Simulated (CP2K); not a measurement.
Runs of CP2K 2026.2 on BeTe. Symmetry: F-43m, No. 216, cubic system. The conventional cell has a = 5.540 Å, b = 5.540 Å, c = 5.540 Å, α = 90.00°, β = 90.00°, γ = 90.00°. Te (site symmetry -43m) is surrounded by 4 Be at 2.40 Å. Be (site symmetry -43m) has 4 Te at 2.40 Å as nearest neighbours. 

```csv
level,potentials or basis,spin,smearing,EPS_DEFAULT,k points reduced by the point group,NGRIDS,points a segment of the path (NPOINTS),bands added on the path,gap on the mesh (eV),pressure (GPa)
r2SCAN,"POTENTIAL_UZH Te GTH-SCAN-q6, Be GTH-SCAN-q4; TZVP-MOLOPT-SCAN-GTH basis",off,fermi-dirac 0.0259 eV,1.0E-9,yes,4,8,6,(b),4.9
PBE,"POTENTIAL_UZH Te GTH-PBE-q6, Be GTH-PBE-q4; TZVP-MOLOPT-PBE-GTH basis",off,fermi-dirac 0.0259 eV,1.0E-10,yes,5,6,6,2.54,5.5
LDA,"GTH_POTENTIALS Te GTH-PADE-q6, Be GTH-PADE-q4; TZVP-MOLOPT-PBE-GTH basis",off,fermi-dirac 0.05 eV,1.0E-9,yes,5,6,2,2.54,1.6
PBEsol,"POTENTIAL_UZH Te GTH-PBE-q6, Be GTH-PBE-q4; TZVP-MOLOPT-PBE-GTH basis",off,fermi-dirac 0.0259 eV,1.0E-9,yes,4,10,4,2.42,4.4
PBE,"GTH_SOC_POTENTIALS Te GTH-PBE-q6, Be GTH-PBE-q4; TZVP-MOLOPT-PBE-GTH basis","SOC, no magnetisation",fermi-dirac 0.1 eV,1.0E-9,-,4,8,4,-,5.5
TB-mBJ,"POTENTIAL_UZH Te GTH-PBE-q6, Be GTH-PBE-q4; TZVP-MOLOPT-PBE-GTH basis",off,fermi-dirac 0.01 eV,1.0E-9,yes,4,8,4,(a),-
```

Alike in all rows: task band structure; cell as given; k mesh 8 × 8 × 8.

Q: Estimate the missing entries.

A: (a) 2.76; (b) 2.92.

Caveats: the basis of atomic orbitals isn't converged, which shifts pressures, moduli and gaps; spin-orbit coupling is left out, which moves the levels of the heavy elements (some runs); the potentials were made for another functional, which shifts forces and pressure (some runs); this is a model potential without an energy functional, so only levels have meaning (some runs).

A k mesh can miss the band edges, and rows without SOC leave out spin-orbit coupling on Te.
